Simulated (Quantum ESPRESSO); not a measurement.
The system is Sn.

```xyz
2
Lattice="0.0000 3.2333 3.2333 3.2333 0.0000 3.2333 3.2333 3.2333 0.0000" Properties=species:S:1:pos:R:3 pbc="T T T"
Sn    4.8500    4.8500    4.8500
Sn    3.2333    3.2333    3.2333
```

This isn't the form of Sn at room conditions, which is tetragonal (white tin).

Base run:

```yaml
Program: Quantum ESPRESSO 7.5
Functional: PBE
Potentials_or_basis: PseudoDojo 0.4 FR PBE standard
Cutoff: 980 eV
Density_cutoff: 3918 eV
k_mesh: 7 × 7 × 7
Occupations: fermi-dirac, width 0.05 eV
Spin: spin-orbit coupling, no magnetisation
```

Its results: band gap on the k mesh none (metal or under the smearing width); pressure 3.9 GPa.

Task: The run is repeated on the same cell with these changes: k mesh from 7 × 7 × 7 to 4 × 4 × 4. What comes out?

Result: Band gap on the k mesh none (metal or under the smearing width); pressure 4.4 GPa.

Caveats: some runs use coarse meshes.

Not every run made on this cell is shown here.
